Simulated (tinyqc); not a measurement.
Hueckel theory of the pi electrons, for the molecule N=C(N)O (SMILES; centres numbered as the heavy atoms are written), step by step. Computed by tinyqc, a small Python program that keeps every step. Settings: charge = 0. Command: `OMP_NUM_THREADS=1 python tinyqc.py 20470 20471 out.jsonl` (the two numbers bound the seeds that draw the settings). One thread of a shared host (Intel(R) Xeon(R) Processor @ 2.60GHz), about 0.01 s of CPU time with the checks.

## The Hueckel matrix

Centres:
```
centre  z_r, pi electrons of the neutral centre         h
1N                                            1  0.500000
2C                                            1  0.000000
3N                                            2  1.500000
4O                                            2  2.000000
```

Bonds:
```
i  j         k
1  2  1.000000
2  3  0.800000
2  4  0.800000
```

H_rr = alpha + h_r beta, H_rs = k_rs beta for bonded centres.

Hueckel matrix in units of beta (H = alpha + beta A), lower triangle:
```
          1N        2C        3N        4O
1N  0.500000
2C  1.000000  0.000000
3N  0.000000  0.800000  1.500000
4O  0.000000  0.800000  0.000000  2.000000
```

## Orbitals

pi electrons, sum of z_r less the charge = 6

Diagonalise; E = alpha + x beta with beta < 0, so the largest x are filled first; degenerate levels share their electrons. P = sum n_i c_ri c_si; each orbital has its largest coefficient positive (the first on a tie).

x values: 2.482444  1.708207  0.894960  -1.085610

occupations: 2.000000  2.000000  2.000000  0.000000

coefficients:
```
         MO1        MO2        MO3        MO4
1N  0.233491   0.169070   0.813662  -0.504829
2C  0.462882   0.204272   0.321363   0.800462
3N  0.376923   0.784881  -0.424915  -0.247667
4O  0.767562  -0.560045  -0.232653  -0.207534
```

charge and bond-order matrix P, lower triangle:
```
           1N        2C         3N        4O
1N   1.490296
2C   0.808192  0.718522
3N  -0.250058  0.396495   1.877323
4O  -0.209538  0.332246  -0.102799  1.913859
```

## Energy, charges, bond orders

E = sum n x; q_r = z_r - P_rr; bond order p = P_rs; free valence = sqrt(3) - sum of p over the bonds of the atom.

pi energy = 6 alpha + this times beta = 10.171220

pi charges: 1N -0.490296, 2C 0.281478, 3N 0.122677, 4O 0.086141

Bond orders and lengths from R = 1.517 - 0.180 p (angstrom, C-C alone):
```
bond         p  R
1-2   0.808192  -
2-3   0.396495  -
2-4   0.332246  -
```

free valence of the carbons: 2C 0.195117

gap between the highest filled and the next level = 1.980570 |beta|
